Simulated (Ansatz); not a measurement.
# PtSb: enthalpy against pressure

PtSb, P6_3/mmc, a = 4.171 Å, c = 5.468 Å. The structure is a COD entry; whether it is the stable form wasn't checked. Ansatz: PBEsol, PAW, 420 eV, Γ-centred 12×12×8 mesh on 4 atoms, Gaussian smearing 0.10 eV; no spin polarisation. Cell and atoms are relaxed at each pressure, and no other structure is tried, so the rows at high pressure may lie past a change of phase. y is the enthalpy over the state at zero pressure; there V0 = 20.596 Å³/atom. The pressures are the targets, met within 0.05 GPa.

| P (GPa) | y (eV/atom) |
| --- | --- |
| -1.0 | -0.1290 |
| 0.0 | 0.0000 |
| 1.0 | 0.1281 |
| 4.0 | 0.5072 |
| 12.0 | ? |
| 25.0 | 2.9965 |
| 50.0 | 5.7051 |
| 90.0 | 9.6818 |

Problem. Fit y = c1 P + c2 P² + c3 P³ to the other rows, say what c1 and c2 mean, and predict the missing value.

Solution. Least squares on the rows shown. y = 0.12713 P − 0.00031533 P² + 1.0894×10⁻⁶ P³. Since dH/dP = V, c1 is V0: 0.12713 eV/GPa × 160.2 = 20.366 Å³ against 20.596; c2 = −V0/(2B0) gives B0 = 202 GPa, where a Birch–Murnaghan fit to the volumes of the same runs (not shown) gives 141 GPa: a cubic over this range folds the higher terms into c2. At P = 12.0 the fit asked for gives 1.4820 eV/atom. The run gave 1.4856 eV/atom, so the fit is 0.0036 eV/atom too low, within twice the rms miss on the fitted rows (0.0019 eV/atom).

Spin–orbit coupling is left out, which can shift energies with elements as heavy as these.